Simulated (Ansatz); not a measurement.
## Ga₂AsP: clamped-ion elastic tensor

Level of theory: DFT PBE, scalar-relativistic, plane waves, PAW in Ansatz 0.2.0. Cutoff 420 eV, 12×12×12 k-points (Γ-centred), fixed occupations. No spin polarisation.

The cell, relaxed at this level:
```xyz
4
Lattice="1.9882 1.1479 6.4979 -1.9882 1.1479 6.4979 0.0000 -2.2957 6.4979" Properties=species:S:1:pos:R:3 pbc="T T T"
Ga    0.0000    0.0000   19.4443
Ga    0.0000    0.0000    9.7980
P     0.0000    0.0000   12.1842
As    0.0000    0.0000    2.4341
```

Task: Give the clamped-ion elastic constants (GPa, Voigt order xx yy zz yz xz xy, on the axes of the cell above).

Result:
C11 = 153.2, C12 = 32.7, C13 = 18.9, C14 = -19.7, C22 = 153.2, C23 = 18.9, C24 = 19.7, C33 = 167.9, C44 = 46.5, C55 = 46.5, C56 = -19.7, C66 = 60.3 GPa; the others vanish.

Task: And the moduli of a polycrystal (Hill averages)?

Result: B = 68 GPa, G = 53 GPa, E = 127 GPa, ν = 0.19.

Whether Ga2AsP exists in this form wasn't checked.

Cost: 1 run of about 11 core-minutes, on AMD EPYC 9R45 (Zen 5) (shared hosts).